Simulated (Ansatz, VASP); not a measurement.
**One calculation of Y, two programs**

Contents of INCAR:

```
SYSTEM = Y
  PREC = Accurate
  ENCUT = 520
  EDIFF = 1E-6
  ISMEAR = 0
  SIGMA = 0.02
  LREAL = .False.
  LASPH = .True.
  NELM = 80
  ALGO = Normal
  ISIF = 2
  LWAVE = .False.
  LCHARG = .False.
  GGA = PS
  NBANDS = 18
```

Contents of KPOINTS:

```
Automatic mesh
0
Gamma
  8 8 5
  0 0 0
```

Contents of POSCAR:

```
Y
1.0
    3.6474000000      0.0000000000      0.0000000000
   -1.8237000000      3.1587410578      0.0000000000
    0.0000000000      0.0000000000      5.7306000000
Y
2
Direct
    0.6666666667      0.3333333333      0.7500000000
    0.3333333333      0.6666666667      0.2500000000
```

input.yaml

```yaml
crystal:
  lattice:
    - [3.6474, 0.0, 0.0]
    - [-1.8237, 3.1587410578, 0.0]
    - [0.0, 0.0, 5.7306]
  atoms:
    - { symbol: "Y", position: [0.6666666667, 0.3333333333, 0.75] }
    - { symbol: "Y", position: [0.3333333333, 0.6666666667, 0.25] }
kpoints:
  mp_grid: { grid: [8, 8, 5] }
scf:
  occupations: { method: gaussian, width: 0.02 }
hamiltonian:
  xc: pbesol
  pseudopotentials: { kind: all_electron, lapw: { basis_error: 0.001 } }
output:
  forces: true
  stress: true
  eigenvalues: true
```

Alike in both runs: task single point; functional PBEsol; k mesh 8 × 8 × 5; occupations gaussian, width 0.02 eV; no spin polarisation.

|  | VASP | Ansatz |
| --- | --- | --- |
| version | VASP 6.6.1 | Ansatz 0.2.0 |
| potentials or method | VASP PAW PBE potentials, release 64 (Y_sv) | all-electron LAPW, scalar-relativistic |
| plane-wave cutoff (eV) | 520 | see its input |

Ansatz gave:

- gap on the k mesh at the Fermi level (eV): none
- pressure (GPa): -2.0

**Question.** Which values does VASP return?

**Answer.** gap on the k mesh at the Fermi level (eV): none; pressure (GPa): -2.1.

A gap of «none» marks a metal or a gap that the smearing closes. Ansatz ran all-electron here, so the differences hold the error of VASP's frozen core and of both bases.

Caveats: the PAW data sets were made with another functional, which shifts forces and pressure a little (VASP).
